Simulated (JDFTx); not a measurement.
## ZnSe (Stilleite) under changes of volume

One of the cells (22.757 Å³/atom); the others are scaled copies at fixed shape and fractional positions:

```
Se Zn
1.0
     0.00000    2.83380    2.83380
     2.83380    0.00000    2.83380
     2.83380    2.83380    0.00000
Se Zn
1 1
Cartesian
  4.2507 4.2507 4.2507
  0.0000 0.0000 0.0000
```

* Program: JDFTx 1.7.0 (patched build)
* Functional: PBE
* Potentials or basis: PseudoDojo-SR-PBE-0.5-standard with smoothed tails
* Cutoff: 1170 eV
* Density cutoff: 9361 eV
* k mesh: 8 × 8 × 8
* Occupations: fermi-dirac, width 0.05 eV
* Spin: no spin polarisation

```tsv
volume (Å³/atom)	energy over the lowest point (meV/atom)	pressure (GPa)	gap on the mesh (eV)
21.391	41.74	6.8	1.54
21.846	24.97	5.1	1.46
22.301	12.84	3.5	1.37
22.757	4.94	2.1	1.29
23.212	?	?	?
23.667	0.00	-0.3	1.13
24.122	2.25	-1.3	1.06
```

Question: What does the run at 23.212 Å³/atom give?

Answer: Energy over the lowest point 0.78 meV/atom; pressure 0.8 GPa; gap on the mesh 1.21 eV.

Worked out: A Birch-Murnaghan fit of order 3 (a polynomial in V^(-2/3)) to the other rows has its minimum at 23.55 Å³/atom with B0 = V·E''(V) = 57 GPa and B' = 4.6. It gives 0.78 meV/atom at 23.212 Å³/atom, against the run's 0.78, and -dE/dV = 0.8 GPa, against 0.8. A straight line through the other rows of the gap, of slope -4.03 eV per unit of ln V (its deformation potential), gives 1.21 eV, against the run's 1.21.

Energies are extrapolated to zero smearing.

Spin-orbit coupling on Se is left out.
